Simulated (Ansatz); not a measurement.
Do energy and pressure agree? Two volumes of AlSb (R3m, 2 atoms in the cell)

```
AlSb
1.0
    0.00000     3.06079     3.06079
    3.06079     0.00000     3.06079
    3.06079     3.06079     0.00000
Al Sb
1 1
Cartesian
  0.02887   0.02887   0.02887
  1.53039   1.53039   1.53039
```

Method of the run: PBE (plane waves, PAW; Ansatz, an electronic-structure program).

Settings: basis.ecutwfc = 1010 eV; kpoints.mp_grid.grid = 7 7 7; hamiltonian.xc = pbe; hamiltonian.pseudopotentials = {kind: paw} (the program's default PAW files); scf.occupations.method = fermi_dirac; scf.occupations.width = 0.01 eV. This cutoff ends a ladder whose last two steps agree within 1 meV/atom.

The second cell is the first with its lattice scaled by 0.98, at the same fractional positions.

The starting cell has typed, rounded lattice constants, without a prior relaxation at this level. Its lattice was rescaled by up to half a per cent. One atom was moved a little off its site on purpose. Ansatz's pressure includes its estimate of the finite-basis (Pulay) stress.

| cell | volume (Å³/atom) | pressure (GPa) | F less the first cell's (meV/atom) |
|---|---|---|---|
| first | 28.6748 | 2.82 | 0.00 |
| second | 26.9885 | 7.05 | ? |

Estimate the energy of the second cell from the pressures, and the bulk modulus between the two volumes.

With P = −dF/dV, the trapezoid gives ΔF ≈ −(P₁ + P₂)/2 · ΔV = −(4.935 GPa) · (-1.6863 Å³) = 51.94 meV/atom (1 eV/Å³ = 160.22 GPa). The modulus at fixed fractional positions is B = −ΔP/Δln V = 70 GPa, a mean over the interval; zero pressure lies outside it, so this is not the modulus at equilibrium. P(V) is curved, so the trapezoid lies high by about |ΔV|³·B·(1 + B′)/(12·V̄²) = 1.12 meV/atom for an assumed B′ = 4, which leaves 50.82 meV/atom. The runs gave 50.83 meV/atom, a miss of 0.01 meV/atom. Cases were kept where this miss is small, so the page shows the method and is no test of it.

Left out of this page: 15 runs of the series outside the window shown, repeating another row's setting, or not comparable.

Keys are those of Ansatz 0.2.
